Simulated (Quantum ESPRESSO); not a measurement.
BaTiO3: zone-centre phonons under several settings

```xyz
5
Lattice="3.9998 0.0000 0.0000 0.0000 3.9998 0.0000 0.0000 0.0000 4.0180" Properties=species:S:1:pos:R:3 pbc="T T T"
Ba    0.0000    0.0000    0.0000
Ti    1.9999    1.9999    1.9688
O     0.0000    1.9999    2.0773
O     1.9999    0.0000    2.0773
O     1.9999    1.9999    0.0763
```

All runs used Quantum ESPRESSO 7.5; k mesh 4 × 4 × 4, shifted; relaxed cell; no spin polarisation; cutoff 612 eV; occupations smeared at first, fixed for the response.

| level | potentials | volume (Å³/atom) | lowest optical mode without the field (cm⁻¹) | highest optical mode without the field (cm⁻¹) | sum of the Born charges (e) |
| --- | --- | --- | --- | --- | --- |
| LDA | GBRV 1.5 LDA | 12.31 | 65i | 491 | 0.13 |
| PBE | GBRV 1.5 PBE | 13.42 | 125i | 564 | 0.02 |
| AM05 | GBRV 1.5 PBE | 12.87 | 114i | 526 | 0.05 |
| revPBE | GBRV 1.5 PBE | 13.91 | 129i | 618 | -0.01 |
| RPBE | GBRV 1.5 PBE | 14.13 | 129i | 638 | -0.02 |
| vdW-DF-cx | GBRV 1.5 PBE | ? | ? | ? | ? |

Problem. What stands in the row left open?

Solution. Volume 12.79 Å³/atom; lowest optical mode without the field 100i cm⁻¹; highest optical mode without the field 502 cm⁻¹; sum of the Born charges 0.09 e.

Values marked i are imaginary: the cell is unstable against those modes at that level, or the meshes are too thin.

Caveats: some modes are imaginary; the potentials were made for another functional, which shifts forces and pressure (some runs).

For the row left open. Caveat: the mesh is thin for the dielectric tensor, Born charges and intensities, which usually come out too large; the potentials were made for another functional, which shifts forces and pressure; some modes are imaginary; the Born charges break their sum rule by 0.09 e, a sign of too thin a mesh.
